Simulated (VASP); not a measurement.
# InP (e600) (F-43m) in VASP: a series of runs, part 2 of 2

VASP 6.6.1.

## 5. Relaxation of cell and atoms, PBE

Input file INCAR:

```
SYSTEM = InP
  PREC = Accurate
  ENCUT = 600
  EDIFF = 1E-6
  ISMEAR = 0
  SIGMA = 0.02
  LREAL = .False.
  LASPH = .True.
  NELM = 100
  ALGO = Normal
  ISIF = 3
  LWAVE = .False.
  LCHARG = .False.
  GGA = PE
  IBRION = 2
  NSW = 100
  EDIFFG = -0.002
```

Input file KPOINTS:

```
Automatic mesh
0
Gamma
  10 10 10
  0 0 0
```

Input file POSCAR:

```
InP
1.0
    0.0000000000      2.9794328228      2.9794328228
    2.9794328228      0.0000000000      2.9794328228
    2.9794328228      2.9794328228      0.0000000000
In P
1 1
Direct
    0.0000000000      0.0000000000      0.0000000000
    0.2500000000      0.2500000000      0.2500000000
```

Potentials or basis: VASP PAW PBE potentials, release 64 (In_d, P).

On the command line:

```sh
cat potpaw_PBE.64/In_d/POTCAR potpaw_PBE.64/P/POTCAR > POTCAR
mpirun -np 1 vasp_std > vasp.out
```

OUTCAR:

```text
SYSTEM = InP
   PREC = Accurate
   ENCUT = 600
   EDIFF = 1E-6
   ISMEAR = 0
   LREAL = .False.
   LASPH = .True.
   NELM = 100
   ISIF = 3
   GGA = PE
   IBRION = 2
   NSW = 100
   EDIFFG = -0.002

 ion  position               nearest neighbor table
   1  0.000  0.000  0.000-   2 2.58   2 2.58   2 2.58   2 2.58
   2  0.250  0.250  0.250-   1 2.58   1 2.58   1 2.58   1 2.58

  LATTYP: Found a face centered cubic cell.
 ALAT       =     5.9588656456

  Lattice vectors:

 A1 = (   0.0000000000,   2.9794328228,   2.9794328228)
 A2 = (   2.9794328228,   0.0000000000,   2.9794328228)
 A3 = (   2.9794328228,   2.9794328228,   0.0000000000)

Analysis of symmetry for initial positions (statically):
=====================================================================
 Subroutine PRICEL returns:
 Original cell was already a primitive cell.

 Routine SETGRP: Setting up the symmetry group for a
 face centered cubic supercell.

 Subroutine GETGRP returns: Found 24 space group operations
 (whereof 24 operations were pure point group operations)
 out of a pool of 48 trial point group operations.

The static configuration has the point symmetry T_d .

Analysis of symmetry for dynamics (positions and initial velocities):
=====================================================================
 Subroutine PRICEL returns:
 Original cell was already a primitive cell.

 Routine SETGRP: Setting up the symmetry group for a
 face centered cubic supercell.

 Subroutine GETGRP returns: Found 24 space group operations
 (whereof 24 operations were pure point group operations)
 out of a pool of 48 trial point group operations.

The dynamic configuration has the point symmetry T_d .

 Subroutine INISYM returns: Found 24 space group operations
 (whereof 24 operations are pure point group operations),
 and found     1 'primitive' translations

----------------------------------------------------------------------------------------

                                     Primitive cell

  volume of cell :      52.8970

  direct lattice vectors                    reciprocal lattice vectors
     0.000000000  2.979432823  2.979432823    -0.167817175  0.167817175  0.167817175
     2.979432823  0.000000000  2.979432823     0.167817175 -0.167817175  0.167817175
     2.979432823  2.979432823  0.000000000     0.167817175  0.167817175 -0.167817175

  length of vectors
     4.213554306  4.213554306  4.213554306     0.290667874  0.290667874  0.290667874

  position of ions in fractional coordinates (direct lattice)
     0.000000000  0.000000000  0.000000000
     0.250000000  0.250000000  0.250000000

  ion indices of the primitive-cell ions
   primitive index   ion index
                 1           1
                 2           2

----------------------------------------------------------------------------------------

 KPOINTS: Automatic mesh

Automatic generation of k-mesh.
 Grid dimensions read from file:
 generate k-points for:   10   10   10

 Generating k-lattice:

  Cartesian coordinates                     Fractional coordinates (reciprocal lattice)
    -0.016781718  0.016781718  0.016781718     0.100000000  0.000000000  0.000000000
     0.016781718 -0.016781718  0.016781718     0.000000000  0.100000000  0.000000000
     0.016781718  0.016781718 -0.016781718     0.000000000  0.000000000  0.100000000

  Length of vectors
[... 41 lines left out ...]
   dimension x,y,z NGXF=    72 NGYF=   72 NGZF=   72
   ions per type =               1   1
   NGX,Y,Z   is equivalent  to a cutoff of  14.20, 14.20, 14.20 a.u.
   NGXF,Y,Z  is equivalent  to a cutoff of  28.41, 28.41, 28.41 a.u.
 SYSTEM =  InP
   PREC   = accura    normal or accurate (medium, high low for compatibility)
   ISTART =      0    job   : 0-new  1-cont  2-samecut
   ICHARG =      2    charge: 1-file 2-atom 10-const
   ISPIN  =      1    spin polarized calculation?
   LNONCOLLINEAR =      F non collinear calculations
   LSORBIT =      F    spin-orbit coupling
   LASPH  =      T    aspherical Exc in radial PAW
   ENCUT  =  600.0 eV  44.10 Ry    6.64 a.u.   8.42  8.42  8.42*2*pi/ulx,y,z
   NELM   =    100;   NELMIN=  2; NELMDL= -5     # of ELM steps
   EDIFF  = 0.1E-05   stopping-criterion for ELM
   LREAL  =      F    real-space projection
   EDIFFG = -.2E-02   stopping-criterion for IOM
   NSW    =    100    number of steps for IOM
   IBRION =      2    ionic relax: 0-MD 1-quasi-New 2-CG
   NFREE  =      1    steps in history (QN), initial steepest desc. (CG)
   ISIF   =      3    stress and relaxation
   ISYM   =      2    0-nonsym 1-usesym 2-fastsym
   POTIM  = 0.5000    time-step for ionic-motion
   TEBEG  =    0.0;   TEEND  =   0.0 temperature during run
   PSTRESS=    0.0 pullay stress
   NELECT =      18.0000    total number of electrons
   NUPDOWN=      -1.0000    fix difference up-down
   EMIN   =  10.00;   EMAX   =-10.00  energy-range for DOS
   EFERMI =   0.00;   METHOD = LEGACY
   ISMEAR =     0;   SIGMA  =   0.02  broadening in eV -4-tet -1-fermi 0-gaus
   EFERMI_NEDOS =   21; number of points for ismear=-14 and -15
   IALGO  =     38    algorithm
   IMIX   =      4    mixing-type and parameters
     AMIX     =   0.40;   BMIX     =  1.00
     AMIX_MAG =   1.60;   BMIX_MAG =  1.00
  volume/ion in A,a.u.               =      26.45       178.48
  Fermi-wavevector in a.u.,A,eV,Ry     =   1.142936  2.159837 17.773340  1.306304
  Thomas-Fermi vector in A             =   2.279633
   LORBIT       =      0    0 simple, 1 ext, 2 COOP (PROOUT), +10 PAW based schemes
   GGA     = PE    functional components
   LHFCALC =     F    Hartree Fock is set to
   AEXX    =    0.0000 exact exchange contribution
   IVDW    =     0    specifies the selected vdW correction
   LEPSILON=     F    determine dielectric tensor
   LRPA    =     F    only Hartree local field effects (RPA)
 conjugate gradient relaxation of ions
 non-spin polarized calculation
 Gauss-broadening in eV      SIGMA  =   0.02
  energy-cutoff  :      600.00
  volume of cell :       52.90
 maximum number of plane-waves:      1807
 NGX is ok and might be reduce to    36
   NGX = 17   NGY = 17   NGZ = 17

 number of electron      17.9999999 magnetization

 Free energy of the ion-electron system (eV)
  ---------------------------------------------------
  ext. energy  EPLUGINS =         0.00000000
  ---------------------------------------------------
  free energy    TOTEN  =        -8.40809816 eV

  energy without entropy =       -8.40809816  energy(sigma->0) =       -8.40809816

 E-fermi :   4.7579     XC(G=0):  -9.0647

 val. band max:        4.6592753883   @ k =   0.0000   0.0000   0.0000
 cond. band min:       5.1003044001   @ k =   0.0000   0.0000   0.0000
 fundamental gap:      0.4410290118
 Fermi energy:         4.7579269669

 k-point     1 :       0.0000    0.0000    0.0000
  band No.  band energies     occupation
      1      -9.4353      2.00000
      2      -9.4353      2.00000
      3      -9.4353      2.00000
      4      -9.3066      2.00000
      5      -9.3066      2.00000
      6      -6.5292      2.00000
      7       4.6593      2.00000
      8       4.6593      2.00000
      9       4.6593      2.00000
     10       5.1003      0.00000
     11       8.7494      0.00000
     12       8.7494      0.00000
     13       8.7494      0.00000
[... 354 lines left out ...]
  band No.  band energies     occupation
      1      -9.5598      2.00000
      2      -9.3709      2.00000
      3      -9.3682      2.00000
      4      -9.3350      2.00000
      5      -9.2843      2.00000
      6      -4.9950      2.00000
      7       0.0471      2.00000
      8       2.6280      2.00000
      9       2.8760      2.00000
     10       6.9578      0.00000
     11       7.6440      0.00000
     12      11.3678      0.00000
     13      12.0045      0.00000

 [... further k-points ...]

------------------------ aborting loop because EDIFF is reached ----------------------------------------

  FORCE on cell =-STRESS in cart. coord.  units (eV):
  Direction    XX          YY          ZZ          XY          YZ          ZX
  --------------------------------------------------------------------------------------
  -------------------------------------------------------------------------------------
  Total       -0.0030224     -0.0030224     -0.0030224      0.0000000     -0.0000000      0.0000000
  in kB       -0.0915438     -0.0915438     -0.0915438      0.0000000     -0.0000000      0.0000000
  external PRESSURE =      -0.0915438 kB  Pullay stress =       0.0000000 kB

 VOLUME and BASIS-vectors are now :
 -----------------------------------------------------------------------------
  energy-cutoff  :      600.00
  volume of cell :       52.90
      direct lattice vectors                 reciprocal lattice vectors
     0.000000000  2.979432823  2.979432823    -0.167817175  0.167817175  0.167817175
     2.979432823  0.000000000  2.979432823     0.167817175 -0.167817175  0.167817175
     2.979432823  2.979432823  0.000000000     0.167817175  0.167817175 -0.167817175

 POSITION                                       TOTAL-FORCE (eV/Angst)
 -----------------------------------------------------------------------------------
      0.00000      0.00000      0.00000         0.000000     -0.000000     -0.000000
      1.48972      1.48972      1.48972         0.000000      0.000000      0.000000
 -----------------------------------------------------------------------------------
    total drift:                               -0.000000     -0.000000      0.000000

  FREE ENERGIE OF THE ION-ELECTRON SYSTEM (eV)
  ---------------------------------------------------
  free  energy   TOTEN  =        -8.4080981598 eV

  energy  without entropy=       -8.4080981598  energy(sigma->0) =       -8.40809816

 reached required accuracy - stopping structural energy minimisation
```

OSZICAR:

```text
N       E                     dE             d eps       ncg     rms          rms(c)
DAV:   1     0.117168156729E+03    0.11717E+03   -0.93451E+03  1222   0.170E+03
DAV:   2     0.223951308801E+00   -0.11694E+03   -0.11293E+03  1262   0.340E+02
DAV:   3    -0.855387475771E+01   -0.87778E+01   -0.86911E+01  1632   0.945E+01
DAV:   4    -0.879722789385E+01   -0.24335E+00   -0.24314E+00  1413   0.176E+01
DAV:   5    -0.880904823016E+01   -0.11820E-01   -0.11820E-01  1858   0.345E+00    0.525E+00
DAV:   6    -0.842971154846E+01    0.37934E+00   -0.75043E-01  1782   0.150E+01    0.323E+00
DAV:   7    -0.840687031796E+01    0.22841E-01   -0.18466E-01  1681   0.359E+00    0.119E+00
DAV:   8    -0.840722953897E+01   -0.35922E-03   -0.14975E-02  1545   0.176E+00    0.324E-01
DAV:   9    -0.840797380975E+01   -0.74427E-03   -0.21992E-03  1527   0.691E-01    0.183E-01
DAV:  10    -0.840802533042E+01   -0.51521E-04   -0.19410E-04  1583   0.121E-01    0.126E-01
DAV:  11    -0.840808274625E+01   -0.57416E-04   -0.43847E-05  1392   0.486E-02    0.421E-02
DAV:  12    -0.840809798015E+01   -0.15234E-04   -0.43568E-05  1423   0.110E-01    0.204E-02
DAV:  13    -0.840809815983E+01   -0.17968E-06   -0.19549E-06  1242   0.146E-02
   1 F= -.84080982E+01 E0= -.84080982E+01  d E =-.840810E+01
```

CONTCAR:

```text
InP
   1.00000000000000
     0.0000000000000000    2.9794328228000002    2.9794328228000002
     2.9794328228000002    0.0000000000000000    2.9794328228000002
     2.9794328228000002    2.9794328228000002    0.0000000000000000
  In              P
     1     1
Direct
     0.0000000000000000    0.0000000000000000    0.0000000000000000
     0.2500000000000000    0.2500000000000000    0.2500000000000000

  0.00000000E+00  0.00000000E+00  0.00000000E+00
  0.00000000E+00  0.00000000E+00  0.00000000E+00
```

It took 18 s on 1 thread of Intel Xeon 6975P-C (Granite Rapids), shared host; peak memory 0.22 GiB.

Results:

```
Free energy             : -8.4081 eV
Pressure after relaxing : 0.0 GPa
Band gap on the k mesh  : 0.44 eV, direct
```

Final structure:
```yaml
crystal:
  lattice:
    - [0.00000, 2.97943, 2.97943]
    - [2.97943, 0.00000, 2.97943]
    - [2.97943, 2.97943, 0.00000]
  atoms:
    - { symbol: In, position: [0.00000, 0.00000, 0.00000] }
    - { symbol: P, position: [0.25000, 0.25000, 0.25000] }
```

Levels at points of the mesh, in eV from the valence-band top:
```tsv
k point	band 5	band 6	band 7	band 8	band 9	band 10	band 11	band 12	band 13
(0.00, 0.00, 0.00)	-13.97	-11.19	0.00	0.00	0.00	0.44	4.09	4.09	4.09
(0.50, 0.00, 0.00)	-13.95	-9.62	-5.47	-0.90	-0.90	1.38	4.80	4.80	6.99
(0.50, 0.50, 0.00)	-13.94	-9.03	-5.54	-2.16	-2.16	1.85	2.26	8.91	9.26
```

Caveat: the relaxation stopped at its first step, so nothing moved; spin-orbit coupling is left out, which moves the levels of the heavy elements.

## 6. Summary

| task | cell | k mesh | cutoff (eV) | gap on the mesh (eV) | pressure (GPa) |
| --- | --- | --- | --- | --- | --- |
| single point | F-43m, 26.45 Å³/atom | 8 × 8 × 8 | 520 | 0.44 | 0.0 |
| relaxation of cell and atoms | relaxed | 8 × 8 × 8 | 600 | 0.44 | 0.0 |
| single point | F-43m, 26.45 Å³/atom | 10 × 10 × 10 | 520 | 0.44 | 0.0 |
| relaxation of cell and atoms | relaxed | 10 × 10 × 10 | 600 | 0.44 | 0.0 |

Alike in all rows: level PBE; potentials or basis VASP PAW PBE potentials, release 64 (In_d, P); no spin polarisation; smearing gaussian 0.02 eV.

Caveats: spin-orbit coupling is left out, which moves the levels of the heavy elements; the relaxation stopped at its first step, so nothing moved (some runs).

Absolute energies hang on the potentials; compare differences alone.

## 7. Against experiment

Step 2. Measured gap of InP: 1.4236 eV (direct; 1.6 K; a printed reference work, data compilation). This calculation gives 0.44 eV (-0.98 eV). Spin-orbit coupling on In is left out. The value is that of PBE, without temperature or zero-point motion. Semilocal functionals fall short of measured gaps as a rule.

Step 4. A measured gap of InP is 1.4236 eV (direct; 1.6 K; a printed reference work, data compilation); the calculated 0.44 eV misses it by -0.98 eV. Spin-orbit coupling on In is left out. The value is that of PBE, without temperature or zero-point motion. Semilocal functionals fall short of measured gaps as a rule.
